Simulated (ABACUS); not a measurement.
Runs of ABACUS 3.10.1 on WC (Qusongite). Symmetry: P-6m2, No. 187, hexagonal system. The conventional cell has a = 2.907 Å, b = 2.907 Å, c = 2.837 Å, α = 90.00°, β = 90.00°, γ = 120.00°. Around W (site symmetry -6m2) lie 6 C at 2.20 Å. C (site symmetry -6m2) has 6 W at 2.20 Å as nearest neighbours. 

```tsv
task	level	potentials or basis	cutoff (eV)	radial cutoff of the potentials (pseudo_rcut)	SCF threshold on the density	eigensolver	gap on the mesh (eV)	pressure (GPa)	V0 of scaled cells (Å³/atom)	B0 (GPa)
single point	PBE	PseudoDojo NC SR 0.4.1 PBE standard, plane waves	1116	10 bohr	1e-08	dav	none	5.7	-	-
single point	PBEsol	PseudoDojo NC SR 0.4.1 PBEsol standard, plane waves	1116	7 bohr	1e-08	dav	none	-3.1	-	-
equation of state	PBE	PseudoDojo NC SR 0.4.1 PBE standard, DZP LCAO (the cutoffs set its grid)	1361	10 bohr	1e-07	genelpa	-	-	(a)	386
equation of state	PBEsol	PseudoDojo NC SR 0.4.1 PBEsol standard, plane waves	1116	7 bohr	1e-08	dav	-	-	10.30	(b)
single point	PBE	PseudoDojo NC SR 0.4.1 PBE standard, DZP LCAO (the cutoffs set its grid)	1361	10 bohr	1e-07	genelpa	none	8.0	-	-
equation of state	PBE	PseudoDojo NC SR 0.4.1 PBE standard, plane waves	1116	10 bohr	1e-08	dav	-	-	10.53	387
```

Alike in all rows: no spin polarisation; cell as given; k mesh 10 × 10 × 9; smearing fermi-dirac 0.05 eV.

Task: Estimate the missing entries.

Result: (a) 10.58; (b) 411.

Caveats: the cell was scaled at fixed shape and fractional positions, which overstates the stiffness of a crystal with free parameters, most of all of layers and chains (some runs); the atomic orbitals were generated for these runs and aren't a published set (some runs); the basis of atomic orbitals isn't converged, which shifts pressures, moduli and gaps (some runs).

A k mesh can miss the band edges, and the runs leave out spin-orbit coupling on W.

A gap of «none» marks a metal or a gap under the smearing width.

Not every run made on this cell is shown here.
